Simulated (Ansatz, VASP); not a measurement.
This is a calculation of Sn3Te for Ansatz 0.2.0.

File input.yaml:

```yaml
crystal:
  lattice:
    - [4.8329658348, 0.0, 0.0]
    - [0.0, 4.8329658348, 0.0]
    - [0.0, 0.0, 4.8329658348]
  atoms:
    - { symbol: Te, position: [0.0, 0.0, 0.0] }
    - { symbol: Sn, position: [0.0, 0.5, 0.5] }
    - { symbol: Sn, position: [0.5, 0.0, 0.5] }
    - { symbol: Sn, position: [0.5, 0.5, 0.0] }
kpoints:
  mp_grid: { grid: [6, 6, 6] }
scf:
  occupations: { method: fermi_dirac, width: 0.05 }
hamiltonian:
  xc: lda
  pseudopotentials: { kind: all_electron, lapw: { basis_error: 0.002 } }
output:
  forces: true
  stress: true
  eigenvalues: true
```

Potentials or basis: all-electron LAPW, scalar-relativistic.

Run with:

```bash
$ ansatz run input.yaml --threads 2 --pin off --max-ram 8192MiB --backend cpu --events-out ev --progress --plain --runs-dir out
```

Question: Translate it to VASP 6.6.1. Potentials there: VASP PAW LDA potentials, release 64 (Te, Sn_d).

Answer: As run (the cutoff follows the program's own potentials):

The input INCAR:

```
SYSTEM = Sn3Te
PREC     = Accurate       ! precision mode
ENCUT    = 520            ! plane-wave cutoff, eV
EDIFF    = 1E-6           ! SCF threshold, eV
ISMEAR   = -1             ! smearing method
SIGMA    = 0.05           ! smearing width, eV
LREAL    = .FALSE.        ! projectors in reciprocal space
LASPH    = .TRUE.         ! aspherical terms in the spheres
NELM     = 100            ! most SCF steps
ALGO     = Normal         ! electronic algorithm
ISIF     = 2              ! what is computed and relaxed
LWAVE    = .FALSE.        ! write WAVECAR
LCHARG   = .FALSE.        ! write CHGCAR
NBANDS   = 32             ! bands
```

Contents of KPOINTS:

```
regular mesh
0
G
  6 6 6
  0 0 0
```

Contents of POSCAR:

```
Sn3Te
1.0
    4.8329658348      0.0000000000      0.0000000000
    0.0000000000      4.8329658348      0.0000000000
    0.0000000000      0.0000000000      4.8329658348
Te Sn
1 3
Direct
    0.0000000000      0.0000000000      0.0000000000
    0.0000000000      0.5000000000      0.5000000000
    0.5000000000      0.0000000000      0.5000000000
    0.5000000000      0.5000000000      0.0000000000
```

Potentials or basis: VASP PAW LDA potentials, release 64 (Te, Sn_d).

Launch:

```sh
$ cat potpaw_LDA.64/Te/POTCAR potpaw_LDA.64/Sn_d/POTCAR > POTCAR
$ mpirun -np 1 vasp_std > vasp.out
```

Both were run:

|  | VASP | Ansatz | Ansatz less VASP |
| --- | --- | --- | --- |
| gap on the k mesh at the Fermi level (eV) | none | none | - |
| pressure (GPa) | -2.7 | -2.6 | +0.02 |

A gap of «none» marks a metal or a gap that the smearing closes. Ansatz ran all-electron here, so the differences hold the error of VASP's frozen core and of both bases.

Spin-orbit coupling is left out, which matters for the levels of Te.
